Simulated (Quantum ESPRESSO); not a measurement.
# C (Fd-3m) in Quantum ESPRESSO: reference runs

Aim: a first look at C with PBE, on the cell as given and on a disturbed one, and energy against volume gives the equilibrium volume and stiffness.

Everything below comes from runs of Quantum ESPRESSO 7.5. Logs are shortened: lines on timing, memory, paths and dates and some standing lists are left out, and cuts for length are marked.

**Measured values to compare with.**

From “Equation of state of cubic boron nitride at high pressures and temperatures”, 2007, arxiv:cond-mat/0702656, for a bulk crystal of C: bulk modulus 442 ± 5 GPa.

How close the calculation comes is told below.

### Step 1. The crystal as given

The structure is cubic, space group Fd-3m (No. 227). Conventional cell: a = 3.567 Å, b = 3.567 Å, c = 3.567 Å, α = 90.00°, β = 90.00°, γ = 90.00°. Around C (site symmetry -43m) lie 4 C at 1.54 Å.

This isn't the form of C at room conditions, which is graphite.

### Step 2. Single point, PBE

pw.in reads:

```
&CONTROL
  calculation = 'scf'
  prefix = 'pwscf'
  outdir = './tmp'
  pseudo_dir = './pseudo'
  tprnfor = .true.
  tstress = .true.
  disk_io = 'nowf'
/
&SYSTEM
  ibrav = 0
  nat = 2
  ntyp = 1
  ecutwfc = 55
  ecutrho = 440
  nbnd = 9
  occupations = 'smearing'
  smearing = 'fd'
  degauss = 0.00367493
/
&ELECTRONS
  conv_thr = 4d-10
  electron_maxstep = 120
  mixing_beta = 0.5
/
ATOMIC_SPECIES
C     12.0110 C.pbe-n-kjpaw_psl.1.0.0.UPF
CELL_PARAMETERS angstrom
   0.0000000000    1.7833700000    1.7833700000
   1.7833700000    0.0000000000    1.7833700000
   1.7833700000    1.7833700000    0.0000000000
ATOMIC_POSITIONS crystal
C      0.7500000000    0.7500000000    0.7500000000
C      0.5000000000    0.5000000000    0.5000000000
K_POINTS automatic
13 13 13 0 0 0
```

Potentials or basis: SSSP 1.3 efficiency PBE.

Run with:

```
$ OMP_NUM_THREADS=1 pw.x -in pw.in > pw.out
```

pw.out:

```text
This program is part of the open-source Quantum ESPRESSO suite
     for quantum simulation of materials; please cite
         "P. Giannozzi et al., J. Phys.:Condens. Matter 21 395502 (2009);
         "P. Giannozzi et al., J. Phys.:Condens. Matter 29 465901 (2017);
         "P. Giannozzi et al., J. Chem. Phys. 152 154105 (2020);
     in publications or presentations arising from this work. More details at

     file C.pbe-n-kjpaw_psl.1.0.0.UPF: wavefunction(s)  2S 2P renormalized
     Message from routine setup:
     using ibrav=0 with symmetry is DISCOURAGED, use correct ibrav instead

     G-vector sticks info
     --------------------
     sticks:   dense  smooth     PW     G-vecs:    dense   smooth      PW
     Sum         685     349    121                11935     4279     869

     Using Slab Decomposition

     bravais-lattice index     =            0
     lattice parameter (alat)  =       4.7660  a.u.
     unit-cell volume          =      76.5510 (a.u.)^3
     number of atoms/cell      =            2
     number of atomic types    =            1
     number of electrons       =         8.00
     number of Kohn-Sham states=            9
     kinetic-energy cutoff     =      55.0000  Ry
     charge density cutoff     =     440.0000  Ry
     scf convergence threshold =      4.0E-10
     mixing beta               =       0.5000
     number of iterations used =            8  plain     mixing
     Exchange-correlation= SLA  PW   PBX  PBC
                           (   1   4   3   4   0   0   0)

     celldm(1)=   4.766014  celldm(2)=   0.000000  celldm(3)=   0.000000
     celldm(4)=   0.000000  celldm(5)=   0.000000  celldm(6)=   0.000000

     crystal axes: (cart. coord. in units of alat)
               a(1) = (   0.000000   0.707107   0.707107 )
               a(2) = (   0.707107   0.000000   0.707107 )
               a(3) = (   0.707107   0.707107   0.000000 )

     reciprocal axes: (cart. coord. in units 2 pi/alat)
               b(1) = ( -0.707107  0.707107  0.707107 )
               b(2) = (  0.707107 -0.707107  0.707107 )
               b(3) = (  0.707107  0.707107 -0.707107 )

     PseudoPot. # 1 for C  read from file:
     C.pbe-n-kjpaw_psl.1.0.0.UPF
     Pseudo is Projector augmented-wave + core cor, Zval =  4.0
     Generated using "atomic" code by A. Dal Corso  v.5.1
     Shape of augmentation charge: PSQ
     Using radial grid of 1073 points,  4 beta functions with:
                l(1) =   0
                l(2) =   0
                l(3) =   1
                l(4) =   1
     Q(r) pseudized with 0 coefficients

     atomic species   valence    mass     pseudopotential
     C                 4.00    12.01100     C ( 1.00)

     48 Sym. Ops., with inversion, found (24 have fractional translation)

   Cartesian axes

     site n.     atom                  positions (alat units)
         1        C      tau(   1) = (   1.0606602   1.0606602   1.0606602  )
         2        C      tau(   2) = (   0.7071068   0.7071068   0.7071068  )

     number of k points=    84  Fermi-Dirac smearing, width (Ry)=  0.0037
                       cart. coord. in units 2pi/alat
        k(    1) = (   0.0000000   0.0000000   0.0000000), wk =   0.0009103
        k(    2) = (   0.0543928   0.0543928  -0.0543928), wk =   0.0072827
        k(    3) = (   0.1087857   0.1087857  -0.1087857), wk =   0.0072827
        k(    4) = (   0.1631785   0.1631785  -0.1631785), wk =   0.0072827
        k(    5) = (   0.2175713   0.2175713  -0.2175713), wk =   0.0072827
        k(    6) = (   0.2719641   0.2719641  -0.2719641), wk =   0.0072827
[... 76 lines left out ...]
        k(   83) = (   0.0000000  -0.4351426   0.6527140), wk =   0.0218480
        k(   84) = (  -0.0543928  -0.3807498   0.7071068), wk =   0.0218480

     Dense  grid:    11935 G-vectors     FFT dimensions: (  32,  32,  32)

     Smooth grid:     4279 G-vectors     FFT dimensions: (  24,  24,  24)

     Check: negative core charge=   -0.000002

     Initial potential from superposition of free atoms

[... 63 lines left out ...]

    -3.5259   1.7710   9.8019  10.7038  21.8541  21.9691  22.6797  28.8219
    34.4472

          k =-0.1632-0.2720 0.2720 (   531 PWs)   bands (ev):

    -4.9731   4.0842   9.9590  11.2402  21.5548  21.9908  22.4467  28.2570
    34.3237

          k =-0.1088-0.2176 0.2176 (   534 PWs)   bands (ev):

    -6.1831   6.6149  10.3460  11.9038  20.9049  21.8505  21.9595  27.6663
    34.2462

          k =-0.0544-0.1632 0.1632 (   534 PWs)   bands (ev):

    -7.0957   9.1784  10.9473  12.5877  20.0744  21.1176  21.3377  27.2534
    33.9185

          k = 0.0000-0.1088 0.1088 (   533 PWs)   bands (ev):

    -7.6922  11.3683  11.8242  13.0751  19.3971  20.1122  20.4511  26.9813
    33.3222

          k = 0.2176-0.0000 0.0000 (   532 PWs)   bands (ev):

    -7.2575  11.0377  11.0377  11.4115  18.3731  22.0041  22.0041  26.3081
    33.4079

          k = 0.2720 0.0544-0.0544 (   531 PWs)   bands (ev):

    -6.6633   9.1465  10.3173  11.0326  18.5805  23.0303  23.0723  25.6827
    33.2666

          k = 0.3264 0.1088-0.1088 (   532 PWs)   bands (ev):

    -5.7548   6.7680   9.7823  10.3816  19.3287  23.7134  23.8097  25.4594
    33.9650
[... 238 lines left out ...]
    -1.3181   3.0642   5.7959   7.1437  19.2342  21.4058  27.7267  29.0873
    34.7317

          k =-0.0544-0.4895 0.5983 (   521 PWs)   bands (ev):

     0.0006   1.9335   4.5518   7.3857  19.6840  23.5452  27.2942  28.6838
    32.9476

          k = 0.0000-0.4351 0.5439 (   520 PWs)   bands (ev):

    -0.2066   2.1729   3.9802   7.9262  20.2052  25.9412  26.4179  27.9395
    31.3097

          k =-0.0544-0.5983 0.7071 (   522 PWs)   bands (ev):

    -0.4567   1.9318   6.6148   6.7097  18.6909  19.4129  29.3296  29.7455
    36.0033

          k = 0.0000-0.5439 0.6527 (   524 PWs)   bands (ev):

     0.7765   1.0119   5.3966   6.8770  19.2424  20.9409  28.8780  29.2611
    34.5991

          k = 0.4351 0.2176 0.0000 (   527 PWs)   bands (ev):

    -3.8757   5.2882   6.5403   9.1567  20.6652  23.4956  24.7174  26.7727
    34.9796

          k =-0.2176-0.4351 0.6527 (   525 PWs)   bands (ev):

    -2.5389   3.5526   6.0124   8.3898  21.6524  23.2125  25.3554  27.6867
    33.0763

          k =-0.1632-0.3807 0.5983 (   532 PWs)   bands (ev):

    -1.1587   1.8099   5.9567   7.8882  21.9485  23.2048  26.6776  27.8302
    31.5861

          k =-0.1632-0.4895 0.7071 (   520 PWs)   bands (ev):

    -2.0685   3.8870   5.8219   7.2215  20.6358  22.5583  25.7478  28.6204
    34.1983

          k =-0.1088-0.4351 0.6527 (   522 PWs)   bands (ev):

    -0.6862   2.6026   5.1217   6.7145  21.5338  23.7338  25.5231  28.3802
    33.0182

          k =-0.0544-0.3807 0.5983 (   524 PWs)   bands (ev):

    -0.0414   1.9923   4.6240   6.8810  21.9570  24.4946  26.4819  26.9650
    32.2338

          k = 0.0000-0.3264 0.5439 (   521 PWs)   bands (ev):

    -1.2003   3.0589   4.6741   7.5144  22.4658  23.4414  25.7504  28.1052
    31.9822

          k =-0.0544-0.4895 0.7071 (   517 PWs)   bands (ev):

    -0.0054   2.1033   5.5822   5.9699  20.8924  21.5189  27.4539  28.7842
    34.6529

          k = 0.0000-0.4351 0.6527 (   519 PWs)   bands (ev):

     0.8852   1.5420   4.5870   6.1479  21.4988  23.6014  26.8182  27.3891
    33.7488

          k =-0.0544-0.3807 0.7071 (   520 PWs)   bands (ev):

     0.5695   2.0192   4.7013   5.6809  23.5620  23.6450  25.4502  26.7503
    33.7377

     the Fermi energy is    15.4807 ev

!    total energy              =     -36.86730437 Ry
     total all-electron energy =      -152.395500 Ry
     estimated scf accuracy    <          5.1E-11 Ry
     smearing contrib. (-TS)   =       0.00000000 Ry
     internal energy E=F+TS    =     -36.86730437 Ry

     The total energy is F=E-TS. E is the sum of the following terms:
     one-electron contribution =       8.46916923 Ry
     hartree contribution      =       1.94020033 Ry
     xc contribution           =      -9.37638416 Ry
     ewald contribution        =     -25.57468850 Ry
     one-center paw contrib.   =     -12.32560127 Ry

     convergence has been achieved in   7 iterations

     Forces acting on atoms (cartesian axes, Ry/au):

     atom    1 type  1   force =     0.00000000    0.00000000    0.00000000
     atom    2 type  1   force =     0.00000000    0.00000000    0.00000000

     Total force =     0.000000     Total SCF correction =     0.000000

     Computing stress (Cartesian axis) and pressure

          total   stress  (Ry/bohr**3)                   (kbar)     P=       19.40
   0.00013190   0.00000000   0.00000000           19.40        0.00        0.00
  -0.00000000   0.00013190   0.00000000           -0.00       19.40        0.00
   0.00000000  -0.00000000   0.00013190            0.00       -0.00       19.40

=------------------------------------------------------------------------------=
   JOB DONE.
=------------------------------------------------------------------------------=
```

Run time: 5.7 s. Hardware: 1 thread of Arm Neoverse V1, shared host; peak memory 0.05 GiB.

Results:

```
Free energy            : -501.6052 eV
Pressure               : 1.9 GPa
Band gap on the k mesh : 4.16 eV, indirect (least direct gap 5.60 eV)
```

Levels at points of the mesh, in eV from the valence-band top:
```tsv
k point	band 1	band 2	band 3	band 4	band 5	band 6	band 7	band 8
(0.00, 0.00, 0.00)	-21.48	0.00	0.00	0.00	5.60	5.60	5.60	13.33
```

Caveat: an odd mesh through Γ misses points on the zone boundary, where band edges often lie.

### Step 3. Single point, PBE (atoms moved at random, drawn with an rms of 0.05 Å)

pw.in, as its differences from that of step 2:

```diff
@@ -32,4 +32,4 @@
 ATOMIC_POSITIONS crystal
-C      0.7500000000    0.7500000000    0.7500000000
-C      0.5000000000    0.5000000000    0.5000000000
+C      0.7477760000    0.7530630000    0.7541630000
+C      0.4892810000    0.4986030000    0.4935990000
 K_POINTS automatic
```

Potentials or basis: SSSP 1.3 efficiency PBE.

Run with:

```
$ OMP_NUM_THREADS=1 pw.x -in pw.in > pw.out
```

Run time: 69 s. Hardware: 1 thread of Arm Neoverse V1, shared host; peak memory 0.12 GiB.

Results (log left out):

- Free energy: -501.5632 eV
- Pressure: 2.7 GPa
- Largest force: 1.661 eV/Å
- Band gap on the k mesh: 3.25 eV, indirect (least direct gap 3.99 eV)

Forces in eV/Å, atoms in the order of the input:
```
C   -0.897 -1.182 -0.746
C    0.897  1.182  0.746
```

Stress tensor (GPa, compression positive):
```
 2.74 -0.35 -1.00
-0.35  2.63 -0.59
-1.00 -0.59  2.78
```

Levels at points of the mesh, in eV from the valence-band top:
```csv
k point,band 2,band 3,band 4,band 5,band 6,band 7
"(0.00, 0.00, 0.00)",-1.39,-1.19,0.00,3.99,5.00,5.19
```

Caveat: an odd mesh through Γ misses points on the zone boundary, where band edges often lie.

### Step 4. Single point, PBE, 5.33 Å³/atom

pw.in, as its differences from that of step 3:

```diff
@@ -28,8 +28,8 @@
 CELL_PARAMETERS angstrom
-   0.0000000000    1.7833700000    1.7833700000
-   1.7833700000    0.0000000000    1.7833700000
-   1.7833700000    1.7833700000    0.0000000000
+   0.0000000000    1.7469644787    1.7469644787
+   1.7469644787    0.0000000000    1.7469644787
+   1.7469644787    1.7469644787    0.0000000000
 ATOMIC_POSITIONS crystal
-C      0.7477760000    0.7530630000    0.7541630000
-C      0.4892810000    0.4986030000    0.4935990000
+C      0.7500000000    0.7500000000    0.7500000000
+C      0.5000000000    0.5000000000    0.5000000000
 K_POINTS automatic
```

Run with:

```
$ OMP_NUM_THREADS=1 pw.x -in pw.in > pw.out
```

It took 5.6 s on 1 thread of Arm Neoverse V1, shared host; peak memory 0.05 GiB.

Results (log left out):

* Free energy: -501.5334 eV
* Pressure: 32.6 GPa
* Band gap on the k mesh: 4.29 eV, indirect (least direct gap 5.78 eV)

Caveat: an odd mesh through Γ misses points on the zone boundary, where band edges often lie.

### Step 5. Single point, PBE, 5.44 Å³/atom

pw.in, as its differences from that of step 4:

```diff
@@ -28,5 +28,5 @@
 CELL_PARAMETERS angstrom
-   0.0000000000    1.7469644787    1.7469644787
-   1.7469644787    0.0000000000    1.7469644787
-   1.7469644787    1.7469644787    0.0000000000
+   0.0000000000    1.7592674508    1.7592674508
+   1.7592674508    0.0000000000    1.7592674508
+   1.7592674508    1.7592674508    0.0000000000
 ATOMIC_POSITIONS crystal
```

Run with:

```
$ OMP_NUM_THREADS=1 pw.x -in pw.in > pw.out
```

It took 5.6 s on 1 thread of Arm Neoverse V1, shared host; peak memory 0.05 GiB.

The run converged. Its results:

* Free energy: -501.5720 eV
* Pressure: 21.4 GPa
* Band gap on the k mesh: 4.25 eV, indirect (least direct gap 5.72 eV)

Caveat: an odd mesh through Γ misses points on the zone boundary, where band edges often lie.

### Step 6. Single point, PBE, 5.56 Å³/atom

pw.in, as its differences from that of step 5:

```diff
@@ -28,5 +28,5 @@
 CELL_PARAMETERS angstrom
-   0.0000000000    1.7592674508    1.7592674508
-   1.7592674508    0.0000000000    1.7592674508
-   1.7592674508    1.7592674508    0.0000000000
+   0.0000000000    1.7714007132    1.7714007132
+   1.7714007132    0.0000000000    1.7714007132
+   1.7714007132    1.7714007132    0.0000000000
 ATOMIC_POSITIONS crystal
```

Potentials or basis: SSSP 1.3 efficiency PBE.

Run with:

```
$ OMP_NUM_THREADS=1 pw.x -in pw.in > pw.out
```

Run time: 5.6 s. Hardware: 1 thread of Arm Neoverse V1, shared host; peak memory 0.05 GiB.

Results (log left out):

```
Free energy            : -501.5955 eV
Pressure               : 11.2 GPa
Band gap on the k mesh : 4.20 eV, indirect (least direct gap 5.66 eV)
```

Caveat: an odd mesh through Γ misses points on the zone boundary, where band edges often lie.

### Step 7. Single point, PBE, 5.67 Å³/atom

pw.in, as its differences from that of step 6:

```diff
@@ -28,5 +28,5 @@
 CELL_PARAMETERS angstrom
-   0.0000000000    1.7714007132    1.7714007132
-   1.7714007132    0.0000000000    1.7714007132
-   1.7714007132    1.7714007132    0.0000000000
+   0.0000000000    1.7833700000    1.7833700000
+   1.7833700000    0.0000000000    1.7833700000
+   1.7833700000    1.7833700000    0.0000000000
 ATOMIC_POSITIONS crystal
```

Run with:

```
$ OMP_NUM_THREADS=1 pw.x -in pw.in > pw.out
```

Wall time 5.7 s (1 thread of Arm Neoverse V1, shared host); peak memory 0.05 GiB.

Results (log left out):

* Free energy: -501.6052 eV
* Pressure: 1.9 GPa
* Band gap on the k mesh: 4.16 eV, indirect (least direct gap 5.60 eV)

Caveat: an odd mesh through Γ misses points on the zone boundary, where band edges often lie.

### Step 8. Single point, PBE, 5.79 Å³/atom

pw.in, as its differences from that of step 7:

```diff
@@ -28,5 +28,5 @@
 CELL_PARAMETERS angstrom
-   0.0000000000    1.7833700000    1.7833700000
-   1.7833700000    0.0000000000    1.7833700000
-   1.7833700000    1.7833700000    0.0000000000
+   0.0000000000    1.7951807415    1.7951807415
+   1.7951807415    0.0000000000    1.7951807415
+   1.7951807415    1.7951807415    0.0000000000
 ATOMIC_POSITIONS crystal
```

Run with:

```
$ OMP_NUM_THREADS=1 pw.x -in pw.in > pw.out
```

It took 5.8 s on 1 thread of Arm Neoverse V1, shared host; peak memory 0.05 GiB.

It converged, with:

```yaml
Free_energy: -501.6024 eV
Pressure: -6.5 GPa
Band_gap_on_the_k_mesh: 4.11 eV, indirect (least direct gap 5.55 eV)
```

Caveat: an odd mesh through Γ misses points on the zone boundary, where band edges often lie.

### Step 9. Single point, PBE, 5.90 Å³/atom

pw.in, as its differences from that of step 8:

```diff
@@ -28,5 +28,5 @@
 CELL_PARAMETERS angstrom
-   0.0000000000    1.7951807415    1.7951807415
-   1.7951807415    0.0000000000    1.7951807415
-   1.7951807415    1.7951807415    0.0000000000
+   0.0000000000    1.8068380860    1.8068380860
+   1.8068380860    0.0000000000    1.8068380860
+   1.8068380860    1.8068380860    0.0000000000
 ATOMIC_POSITIONS crystal
```

Potentials or basis: SSSP 1.3 efficiency PBE.

Run with:

```
$ OMP_NUM_THREADS=1 pw.x -in pw.in > pw.out
```

It took 5.8 s on 1 thread of Arm Neoverse V1, shared host; peak memory 0.05 GiB.

The run converged. Its results:

* Free energy: -501.5882 eV
* Pressure: -14.2 GPa
* Band gap on the k mesh: 4.07 eV, indirect (least direct gap 5.49 eV)

Caveat: an odd mesh through Γ misses points on the zone boundary, where band edges often lie.

### Step 10. Single point, PBE, 6.01 Å³/atom

pw.in, as its differences from that of step 9:

```diff
@@ -28,5 +28,5 @@
 CELL_PARAMETERS angstrom
-   0.0000000000    1.8068380860    1.8068380860
-   1.8068380860    0.0000000000    1.8068380860
-   1.8068380860    1.8068380860    0.0000000000
+   0.0000000000    1.8183469191    1.8183469191
+   1.8183469191    0.0000000000    1.8183469191
+   1.8183469191    1.8183469191    0.0000000000
 ATOMIC_POSITIONS crystal
```

Run with:

```
$ OMP_NUM_THREADS=1 pw.x -in pw.in > pw.out
```

Wall time 5.8 s (1 thread of Arm Neoverse V1, shared host); peak memory 0.05 GiB.

It converged, with:

| Quantity | Value |
| --- | --- |
| Free energy | -501.5636 eV |
| Pressure | -21.2 GPa |
| Band gap on the k mesh | 4.03 eV, indirect (least direct gap 5.44 eV) |

Caveat: an odd mesh through Γ misses points on the zone boundary, where band edges often lie.

### Step 11. Equation of state, PBE

Potentials or basis: SSSP 1.3 efficiency PBE.

No new run: the results of the series are fitted here.

What came out:

- Equilibrium volume: 5.70 Å³/atom
- Bulk modulus: 434 GPa
- Pressure derivative of the bulk modulus: 3.7

Energy against volume, from the lowest point:
```
volume (Å³/atom)  energy (meV/atom)
           5.332              35.90
           5.445              16.61
           5.558               4.86
           5.672               0.00
           5.785               1.39
           5.899               8.51
           6.012              20.82
```

### Step 12. Overview

| task | cell | gap on the mesh (eV) | pressure (GPa) |
| --- | --- | --- | --- |
| single point | as given | 4.16 | 1.9 |
| single point | atoms moved at random, drawn with an rms of 0.05 Å | 3.25 | 2.7 |
| equation of state | as given | - | - |

Alike in all rows: level PBE; potentials or basis SSSP 1.3 efficiency PBE; no spin polarisation; k mesh 13 × 13 × 13; cutoff (eV) 748; smearing fermi-dirac 0.05 eV.

Caveats: an odd mesh through Γ misses points on the zone boundary, where band edges often lie (some runs).

Absolute energies hang on the potentials; compare differences alone.

### Step 13. How close it comes

Step 11. A measured bulk modulus of C is 442 GPa (quoted in “Equation of state of cubic boron nitride at high pressures and temperatures”, 2007, arxiv:cond-mat/0702656); the calculated 434 GPa misses it by -1.9 %. 3 values of this kind are on record (442 to 444.8 GPa); this one was drawn at random among those near their median, those with a stated uncertainty first. The fit is for a static lattice scaled at fixed shape and fixed fractional positions. The cell as given is a measured one (5.67 Å³/atom); PBE puts the equilibrium volume +0.5 % from it, thermal expansion not counted.
